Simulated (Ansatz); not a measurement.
AgCl, DFT, PBE, PAW with Ansatz's default frozen-core files, scalar-relativistic (Ansatz 0.2.0), run on 1 thread of Intel(R) Xeon(R) Platinum 8488C (Sapphire Rapids) on a shared host.

Structure from Materials Project entry mp-570858 (possibly hypothetical), not relaxed further. The listed cell was then made from it by scaling, straining or moving an atom.

Command: `ansatz run input.yaml --threads 1 --pin off --max-ram 6144MiB --backend cpu --events-out ev --progress --plain --runs-dir out`

```yaml
crystal:
  lattice:
    - [1.870909703, -5.5565952358, 0.0]
    - [1.870909703, 5.5565952358, 0.0]
    - [0.0, 0.0, 3.845556603]
  atoms:
    - { symbol: Ag, position: [0.3965554, 0.6034446, 0.75] }
    - { symbol: Ag, position: [0.6034446, 0.3965554, 0.25] }
    - { symbol: Cl, position: [0.86544873, 0.13455127, 0.25] }
    - { symbol: Cl, position: [0.13455127, 0.86544873, 0.75] }
kpoints:
  mp_grid: { grid: [9, 9, 8] }
scf:
  occupations: { method: fermi_dirac, width: 0.03 }
hamiltonian:
  xc: pbe
  pseudopotentials: { kind: paw }
output:
  forces: true
  stress: true
  eigenvalues: true
  efg: { contact_densities: true }
```

Q: How large is the problem that the program sets up?

A: 125 irreducible k-points, 1577 plane waves at Γ, 32 bands.

Q: Estimate the wall time and the peak memory.

A: 9.5 s of wall time for 6 SCF iterations, with a peak of 0.58 GiB. Times on shared machines scatter by tens of per cent.

Q: And the same cell and mesh by all-electron PAW (datasets made for this crystal), asked for forces, stress, eigenvalues, efg, on the same hardware?

A: 22 s, peak memory 0.92 GiB.
